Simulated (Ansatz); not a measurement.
**Moving the screening of exact exchange in AgCl**

Symmetry: Fm-3m, No. 225, cubic system. The conventional cell has a = 5.470 Å, b = 5.470 Å, c = 5.470 Å, α = 90.00°, β = 90.00°, γ = 90.00°. Ag (site symmetry m-3m) is surrounded by 6 Cl at 2.73 Å. Cl (site symmetry m-3m) is surrounded by 6 Ag at 2.73 Å.

Kept alike: task single point; functional HSE06 form with a typed share of exact exchange; k mesh 4 × 4 × 4; occupations fermi-dirac, width 0.05 eV; no spin polarisation. Program: Ansatz, Ansatz PAW, cutoff 420 eV. Exact-exchange share held at 0.25. The mesh is that of the run's cell of 2 atoms. No spin-orbit coupling.

| screening of exact exchange, ω (Å⁻¹) | band gap (eV) |
| --- | --- |
| 0.1 | 2.744 |
| 0.15 | 2.575 |
| 0.2 | 2.427 |
| 0.3 | 2.179 |
| 0.4 | 1.979 |
| 0.6 | 1.671 |

The k mesh is coarse, so the values aren't converged. A gap read on the mesh alone can miss an edge between its points. All rows use potentials made for PBE. The mesh is thin for exact exchange.

The band gap falls from 2.744 to 1.671 eV between 0.1 and 0.6 Å⁻¹. Weaker screening leaves more long-range exchange and so a wider gap. Measured: 3.249 eV (a printed reference work); nearest 0.1, 0.505 eV off. Semilocal gaps fall short of quasiparticle gaps.
